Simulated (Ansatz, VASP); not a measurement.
Ca: VASP beside Ansatz

The input INCAR:

```
PREC     = Accurate       # precision mode
ENCUT    = 600            # plane-wave cutoff, eV
EDIFF    = 1E-6           # SCF threshold, eV
ISMEAR   = 0              # smearing method
SIGMA    = 0.1            # smearing width, eV
LREAL    = F              # projectors in reciprocal space
LASPH    = T              # aspherical terms in the spheres
NELM     = 100            # most SCF steps
ALGO     = Normal         # electronic algorithm
ISIF     = 3              # what is computed and relaxed
LWAVE    = F              # write WAVECAR
LCHARG   = F              # write CHGCAR
GGA      = PE             # functional
IBRION   = 2              # ionic algorithm
NSW      = 80             # ionic steps
EDIFFG   = -0.05          # ionic threshold
```

Contents of KPOINTS:

```
Automatic mesh
0
Gamma
  6 6 4
```

File POSCAR:

```
Ca
1.0
    3.3997490623      0.0000000000      0.0000000000
   -1.6998745311      2.9442690544      0.0000000000
    0.0000000000      0.0000000000      5.3442299361
Ca
2
Direct
    0.3333333333      0.6666666667      0.7500000000
    0.6666666667      0.3333333333      0.2500000000
```

Input for Ansatz:

```yaml
crystal:
  lattice:
    - [3.3997490623, 0.0, 0.0]
    - [-1.6998745311, 2.9442690544, 0.0]
    - [0.0, 0.0, 5.3442299361]
  atoms:
    - { symbol: Ca, position: [0.3333333333, 0.6666666667, 0.75] }
    - { symbol: Ca, position: [0.6666666667, 0.3333333333, 0.25] }
basis:
  ecutwfc: 420
kpoints:
  mp_grid: { grid: [6, 6, 4] }
hamiltonian:
  xc: pbe
scf:
  occupations: { method: gaussian, width: 0.1 }
output:
  forces: true
  stress: true
  eigenvalues: true
relax:
  adjacent_minimum: "off"
  f_tol: 0.05
  max_steps: 60
  cell: { stress_tol: 0.5 }
```

Alike in both runs: task relaxation of cell and atoms; functional PBE; k mesh 6 × 6 × 4; occupations gaussian, width 0.1 eV; no spin polarisation.

|  | VASP | Ansatz |
| --- | --- | --- |
| version | VASP 6.6.1 | Ansatz 0.2.0 |
| potentials or method | VASP PAW PBE potentials, release 64 (Ca_sv) | scalar-relativistic, plane waves, PAW |
| plane-wave cutoff (eV) | 600 | 420 |
| valence electrons in the cell | 20 | 20 |

```csv
,VASP,Ansatz,Ansatz less VASP
"gap on the k mesh at the Fermi level, each at its own relaxed structure (eV)",none,none,-
relaxed volume (Å³/atom),42.35,42.26,-0.089
relaxed cell length with the largest relative difference (Å),6.511,6.432,-0.0786
energy change over the relaxation (meV/atom),-584,-581,+2.7
```

A gap of «none» marks a metal or a gap that the smearing closes.

Caveats: the volume moved by over 15 % at a fixed basis, so the end points are rough.
